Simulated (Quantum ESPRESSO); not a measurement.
Crystal: Cl.

```xyz
4
Lattice="3.1450 -2.2500 0.0000 3.1450 2.2500 0.0000 0.0000 0.0000 8.2100" Properties=species:S:1:pos:R:3 pbc="T T T"
Cl    3.1450    0.5850    3.2840
Cl    3.1450    1.6650    7.3890
Cl    3.1450   -0.5850    4.9260
Cl    3.1450   -1.6650    0.8210
```

Base run:

```yaml
Program: Quantum ESPRESSO 7.5
Functional: r2SCAN
Potentials_or_basis: SG15 PBE 1.2
Cutoff: 789 eV
Density_cutoff: 3157 eV
k_mesh: 7 × 7 × 4
Occupations: fermi-dirac, width 0.05 eV
Spin: no spin polarisation
```

Its results: band gap on the k mesh 2.82 eV, indirect (least direct gap 2.87 eV); pressure -0.3 GPa; largest force 0.095 eV/Å.

**Question.** The run is repeated on the same cell with these changes: functional from r2SCAN to PBE; k mesh from 7 × 7 × 4 to 4 × 4 × 2. What comes out?

**Answer.** Band gap on the k mesh 2.50 eV, indirect (least direct gap 2.56 eV); pressure 1.0 GPa; largest force 0.240 eV/Å.

Several settings changed at once, so the effect can't be laid on one alone.

Caveats: some runs use coarse meshes; this potential file gives levels or pressures that part from those of other sets; the potentials were made for another functional, which shifts forces and pressure (some runs).

Not every run made on this cell is shown here.
